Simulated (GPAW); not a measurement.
# CuO (F-43m) in GPAW: notebook

One crystal, CuO, is run at these levels: PBE+U; tasks: band structure.

Program: GPAW 26.7.0. These are calculated values, not measurements. Logs are shortened: lines on timing, memory, paths and dates and some standing lists are left out, and cuts for length are marked. The log counts tension as positive stress, the text compression.

## Step 1: Starting point

Symmetry: F-43m, No. 216, cubic system. The conventional cell has a = 4.655 Å, b = 4.655 Å, c = 4.655 Å, α = 90.00°, β = 90.00°, γ = 90.00°. Around Cu (site symmetry -43m) lie 4 O at 2.02 Å. O (site symmetry -43m) is surrounded by 4 Cu at 2.02 Å.

Measurements of this composition are mostly on another form, of space group No. 15.

## Step 2: Band structure, PBE+U

Contents of run.py:

```python
from ase import Atoms
from ase.dft.bandgap import bandgap
from ase.io import write
from ase.units import GPa
from gpaw import GPAW, PW

atoms = Atoms(['Cu', 'O'],
              cell=[[0.0, 2.32725273, 2.32725273],
                    [2.32725273, 0.0, 2.32725273],
                    [2.32725273, 2.32725273, 0.0]],
              scaled_positions=[[0.0, 0.0, 0.0],
                                [0.25, 0.25, 0.25]],
              pbc=True)

calc = GPAW(mode=PW(800),
            xc='PBE',
            kpts={'size': (10, 10, 10), 'gamma': True},
            occupations={'name': 'fermi-dirac', 'width': 0.05},
            setups={'Cu': ':d,6.0'},
            nbands=19,
            convergence={'density': 1e-05, 'energy': 1e-05},
            maxiter=150,
            txt='gpaw.txt')
atoms.calc = calc
energy = atoms.get_potential_energy()
forces = atoms.get_forces()
stress = atoms.get_stress()
calc.write('gs.gpw')
write('result.traj', atoms)
print(f'Energy: {energy:.6f} eV')
print('Forces (eV/A):')
print(forces.round(4))
print('Stress (GPa):', (stress / GPa).round(3))
print('Fermi level:', round(calc.get_fermi_level(), 4), 'eV')
print(f'Gap: {bandgap(calc)[0]:.4f} eV, direct: {bandgap(calc, direct=True)[0]:.4f} eV')

path = atoms.cell.bandpath('GXWKGLUWLK,UX', npoints=80, eps=1e-4)
bs_calc = calc.fixed_density(kpts=path, symmetry='off', nbands=28,
                             convergence={'bands': 'CBM+6.0', 'eigenstates': 1e-6}, txt='bands.txt')
bs = bs_calc.band_structure()
bs.write('bs.json')
print(f'Gap on the path: {bandgap(bs_calc)[0]:.4f} eV')
```

Potentials or basis: GPAW PAW data sets (gpaw-data 1.2.1), pw.

Launch:

```console
$ OMP_NUM_THREADS=1 python run.py
```

gpaw.txt:

```text
__  _  _
 | _ |_)|_||  |
 |__||  | ||/\| - 26.7.0

Input parameters:
  mode=PW(ecut=800.0),
  convergence={'density': 1e-05, 'energy': 1e-05},
  kpts=MonkhorstPack(size=(10, 10, 10), gamma=True),
  maxiter=150,
  nbands=19,
  occupations=Occupations(name='fermi-dirac', width=0.05),
  setups={'Cu': ':d,6.0'},
  xc=XC(name='PBE')

Diagonalizing LCAO Hamiltonian
Converting LCAO to pw mode

           O

       Cu

Atoms  # Å, Bohr magnetons
|   | symbol |        x |        y |        z |    initial magnetic moments |
|---|--------|----------|----------|----------|-----------------------------|
| 0 |     Cu | 0.000000 | 0.000000 | 0.000000 | ( 0.0000,  0.0000,  0.0000) |
| 1 |      O | 1.163626 | 1.163626 | 1.163626 | ( 0.0000,  0.0000,  0.0000) |

Unit cell  # Å
| periodic |        x |        y |        z |  lengths |    angles |
|----------|----------|----------|----------|----------|-----------|
|      yes | 0.000000 | 2.327253 | 2.327253 | 3.291232 | 60.000000 |
|      yes | 2.327253 | 0.000000 | 2.327253 | 3.291232 | 60.000000 |
|      yes | 2.327253 | 2.327253 | 0.000000 | 3.291232 | 60.000000 |

Number of symmetries: 24
Symmetry operations  # r_c * U_cc + t_c -> r_c
|    | kind |            matrix            |
|----|------|------------------------------|
|  0 |  E   |  1, 0, 0,  0, 1, 0,  0, 0, 1 |
|  1 |  σ   |  1, 0, 0,  0, 0, 1,  0, 1, 0 |
|  2 |  σ   |  1, 0,-1,  0, 1,-1,  0, 0,-1 |
|  3 |  C3  |  1, 0,-1,  0, 0,-1,  0, 1,-1 |
|  4 |  C3  |  1,-1, 0,  0,-1, 1,  0,-1, 0 |
|  5 |  σ   |  1,-1, 0,  0,-1, 0,  0,-1, 1 |
|  6 |  σ   |  0, 1, 0,  1, 0, 0,  0, 0, 1 |
|  7 |  C3  |  0, 1, 0,  0, 0, 1,  1, 0, 0 |
|  8 |  C2  |  0, 1,-1,  1, 0,-1,  0, 0,-1 |
|  9 |  S4  |  0, 1,-1,  0, 0,-1,  1, 0,-1 |
| 10 |  C3  |  0, 0, 1,  1, 0, 0,  0, 1, 0 |
| 11 |  σ   |  0, 0, 1,  0, 1, 0,  1, 0, 0 |
| 12 |  S4  |  0, 0,-1,  1, 0,-1,  0, 1,-1 |
| 13 |  C3  |  0, 0,-1,  0, 1,-1,  1, 0,-1 |
| 14 |  S4  |  0,-1, 1,  1,-1, 0,  0,-1, 0 |
| 15 |  C2  |  0,-1, 1,  0,-1, 0,  1,-1, 0 |
| 16 |  C3  |  0,-1, 0,  1,-1, 0,  0,-1, 1 |
| 17 |  S4  |  0,-1, 0,  0,-1, 1,  1,-1, 0 |
| 18 |  S4  | -1, 1, 0, -1, 0, 1, -1, 0, 0 |
| 19 |  C3  | -1, 1, 0, -1, 0, 0, -1, 0, 1 |
| 20 |  C3  | -1, 0, 1, -1, 1, 0, -1, 0, 0 |
| 21 |  S4  | -1, 0, 1, -1, 0, 0, -1, 1, 0 |
| 22 |  σ   | -1, 0, 0, -1, 1, 0, -1, 0, 1 |
| 23 |  C2  | -1, 0, 0, -1, 0, 1, -1, 1, 0 |

BZ-sampling:
  Number of BZ points: 1000
  Number of IBZ points: 47

  Monkhorst-Pack size: [10, 10, 10]
  Monkhorst-Pack shift: [0.05, 0.05, 0.05]

K-points  # in reciprocal-cell coordinates
|     |                                coordinates |     weight |
|-----|--------------------------------------------|------------|
|   0 | (  0.00000000,   0.00000000,   0.00000000) | 0.00100000 |
|   1 | (  0.10000000,   0.10000000,   0.00000000) | 0.00600000 |
|   2 | (  0.10000000,   0.10000000,   0.10000000) | 0.00800000 |
|   3 | (  0.20000000,   0.10000000,   0.10000000) | 0.01200000 |
|   4 | (  0.20000000,   0.20000000,   0.00000000) | 0.00600000 |
|   5 | (  0.20000000,   0.20000000,   0.10000000) | 0.02400000 |
|   6 | (  0.20000000,   0.20000000,   0.20000000) | 0.00800000 |
|   7 | (  0.30000000,   0.20000000,   0.10000000) | 0.02400000 |
|   8 | (  0.30000000,   0.20000000,   0.20000000) | 0.02400000 |
|   9 | (  0.30000000,   0.30000000,   0.00000000) | 0.00600000 |
| ... |                                            |            |
|  46 | (  0.50000000,   0.50000000,   0.50000000) | 0.00400000 |

Plane wave coefficients: 1308
Cutoff: 800.0 eV

Spin-components: 1 (collinear spins)
Bands:           19
Projectors:      11
Spin-degeneracy: 2
Datatype:        complex128

Parallelization:
  kpt:    1
  domain: 1
  band:   1

Density:
  Valence electrons: 17.0
  Components: 1
  Grid points: [24 24 24]
  Charge: 0.0  # |e|

Potential:
  Grid points: [24 24 24]

species:
  Cu:
    name:    Copper
    Z:       29.0
    valence: 11
    core:    18
    charge:  0.0  # [|e|]
    Hubbard: {U: 6.0,  # eV
              l: 2,
              scale: True}
    compensation charges:
      type: gauss
      rc: 0.33  # [Å]
      lmax: 2
    cutoffs:
      filter: 2.06  # [Å]
      core: 2.43  # [Å]
    projectors
    | kind |    occ | energy [eV] | rcut [Å] |
    |------|--------|-------------|----------|
    |   4s |  1.000 |      -4.609 |    1.164 |
    |   4p |  0.000 |      -0.698 |    1.164 |
    |   3d | 10.000 |      -5.039 |    1.058 |
    |    s |        |      22.603 |    1.164 |
    |    p |        |      26.513 |    1.164 |
    |    d |        |      22.172 |    1.058 |

    Using partial waves for Cu as LCAO basis

  O:
    name:    Oxygen
    Z:       8.0
    valence: 6
    core:    2
    charge:  0.0  # [|e|]
    compensation charges:
      type: gauss
      rc: 0.21  # [Å]
      lmax: 2
    cutoffs:
      filter: 1.17  # [Å]
      core: 0.83  # [Å]
    projectors
    | kind |    occ | energy [eV] | rcut [Å] |
    |------|--------|-------------|----------|
    |   2s |  2.000 |     -23.961 |    0.688 |
    |   2p |  4.000 |      -9.029 |    0.598 |
    |    s |        |       3.251 |    0.688 |
    |    p |        |      18.182 |    0.598 |
    |    d |        |       0.000 |    0.619 |

    Using partial waves for O as LCAO basis

Reference energy: -47062.304142  # eV

eigensolver:
  PPCG
  Converge bands: occupied
  niter=2

density mixing:
  MSR1-Mixer
  Pratt-step length: 0.05
  Maximum mixing coefficient: 0.75
  Old densities: 10
  SVD Regularization: 0.005
  Good broyden scale: 1.0
  Trust region scale: 1.0
  Backstep threshold: 4.0
  History deletion threshold: 6.0
  Fourier metric: weight=20.0, sigma=0.015

occupation numbers:
  Fermi-Dirac:
    width: 0.0500  # eV

poisson solver:
  ecut: 6400.0  # eV

xc functional:
  name: PBE with 2 nearest neighbor stencil

convergence criteria:
- Maximum integral of absolute [dens]ity change: 1e-05 electrons / valence electron
- Maximum [total energy] change in last 3 cyles: 1e-05 eV / valence electron
- Maximum integral of absolute [eigenst]ate change: 4e-08 eV^2 / valence electron
maximum number of iterations: 150

SCF iterations
|iter     | |      energy | eigst |  dens |
|---------|-|-------------|-------|-------|
|iter:   1| |  -10.416257 | -0.16 |       |
|iter:   2| |   -9.826219 | -2.31 | -0.96 |
|iter:   3| |   -9.035373 | -1.78 | -1.05 |
|iter:   4| |   -9.015042 | -3.20 | -1.57 |
|iter:   5| |   -9.011107 | -3.58 | -1.76 |
|iter:   6| |   -9.011626 | -4.07 | -2.16 |
|iter:   7| |   -9.011723 | -5.68 | -2.98 |
|iter:   8| |   -9.011751c| -6.24 | -3.35 |
|iter:   9| |   -9.011751c| -8.22c| -4.63 |
|iter:  10| |   -9.011751c| -7.78c| -4.94 |
|iter:  11| |   -9.011751c| -8.70c| -6.00c|

Converged in 11 steps
Energy contributions relative to reference atoms: (reference = -47062.304142)

Energy contributions:
  Kinetic:          18.179731
  Coulomb:         -19.144059
  Zero:              0.216259
  External:          0.000000
  Xc:               -8.252970
  Entropy:          -0.021423
  Spinorbit:         0.000000
  ----------------------------
  Free energy:      -9.022462
  Extrapolated:     -9.011751

dipole moment: (-10.890274, -10.890274, -10.890274)  # |e|*Ang

Fermi level: 2.927
Eigenvalues  # (at kpt = [0.000, 0.000, 0.000])
| band index |      eig [eV] | occ [0-2] |
|------------|---------------|-----------|
|          0 |       -14.769 |     2.000 |
|          1 |        -1.456 |     2.000 |
|          2 |        -1.456 |     2.000 |
|          3 |        -1.456 |     2.000 |
|          4 |         0.223 |     2.000 |
|          5 |         0.223 |     2.000 |
|          6 |         3.703 |     0.000 |
|          7 |         3.703 |     0.000 |
|          8 |         3.703 |     0.000 |
|          9 |         4.708 |     0.000 |
|         10 |        17.793 |     0.000 |
|         11 |        17.793 |     0.000 |
|         12 |        17.793 |     0.000 |
|         13 |        24.030 |     0.000 |
|        ... |               |           |
|         18 |        25.632 |     0.000 |

No gap
No difference between direct/indirect transitions

Forces  # eV/Ang
|        x |       y |        z |
|----------|---------|----------|
| -0.00000 | 0.00000 |  0.00000 |  # Cu   0
|  0.00000 | 0.00000 | -0.00000 |  # O    1

Stress tensor  # eV/Ang^3
|         x |         y |         z |
|-----------|-----------|-----------|
|  0.048496 |  0.000000 | -0.000000 |
|  0.000000 |  0.048496 | -0.000000 |
| -0.000000 | -0.000000 |  0.048496 |

# Writing to gs.gpw (mode='')
```

Run time: 44 s. Hardware: 1 thread of Arm Neoverse V2, shared host; peak memory 0.26 GiB.

Results:

```
Free energy             : -9.0225 eV
Pressure                : -7.8 GPa
Band gap along the path : none (metal or under the smearing width)
```

Levels at the corners of the path, in eV from the Fermi level:
| point | band 7 | band 8 | band 9 | band 10 |
| --- | --- | --- | --- | --- |
| Γ | 0.78 | 0.78 | 0.78 | 1.78 |
| X | -1.77 | -1.13 | -1.13 | 6.56 |
| W | -1.97 | -1.83 | -0.83 | 8.18 |
| K | -1.96 | -1.34 | -0.71 | 7.77 |
| Γ | 0.78 | 0.78 | 0.78 | 1.78 |
| L | -2.08 | 0.02 | 0.02 | 6.77 |
| U | -1.96 | -1.34 | -0.71 | 7.77 |
| W | -1.97 | -1.83 | -0.83 | 8.18 |
| L | -2.08 | 0.02 | 0.02 | 6.77 |
| K | -1.96 | -1.34 | -0.71 | 7.77 |
| U | -1.96 | -1.34 | -0.71 | 7.77 |
| X | -1.77 | -1.13 | -1.13 | 6.56 |

Caveat: with this Cu data set, volumes or pressures lay over 1.5 % or 2 GPa off other programs in two to four cells of ten; an odd number of electrons without spin polarisation forces a metal; a magnetic or distorted state may lie lower; the run has no spin polarisation, though such a crystal can be magnetic; U without spin polarisation on a metal has little footing.

## Step 3: Band structure, PBE+U

run.py, as its differences from that of step 2:

```diff
@@ -18,3 +18,3 @@
             occupations={'name': 'fermi-dirac', 'width': 0.05},
-            setups={'Cu': ':d,6.0'},
+            setups={'Cu': ':d,8.0'},
             nbands=19,
```

Potentials or basis: GPAW PAW data sets (gpaw-data 1.2.1), pw.

Launch:

```console
$ OMP_NUM_THREADS=1 python run.py
```

Wall time 44 s (1 thread of Arm Neoverse V2, shared host); peak memory 0.26 GiB.

Results (log left out):

```yaml
Free_energy: -8.9240 eV
Pressure: -7.4 GPa
Band_gap_along_the_path: none (metal or under the smearing width)
```

Levels at the corners of the path, in eV from the Fermi level:
```
point  band 6  band 7  band 8  band 9  band 10
    Γ   -3.01    0.78    0.78    0.78     2.07
    X   -2.57   -1.89   -1.15   -1.15     6.82
    W   -2.40   -2.05   -1.93   -0.90     8.41
    K   -2.76   -2.16   -1.42   -0.72     8.01
    Γ   -3.01    0.78    0.78    0.78     2.07
    L   -2.82   -2.28    0.03    0.03     7.08
    U   -2.76   -2.16   -1.42   -0.72     8.01
    W   -2.40   -2.05   -1.93   -0.90     8.41
    L   -2.82   -2.28    0.03    0.03     7.08
    K   -2.76   -2.16   -1.42   -0.72     8.01
    U   -2.76   -2.16   -1.42   -0.72     8.01
    X   -2.57   -1.89   -1.15   -1.15     6.82
```

Caveat: with this Cu data set, volumes or pressures lay over 1.5 % or 2 GPa off other programs in two to four cells of ten; an odd number of electrons without spin polarisation forces a metal; a magnetic or distorted state may lie lower; the run has no spin polarisation, though such a crystal can be magnetic; U without spin polarisation on a metal has little footing.
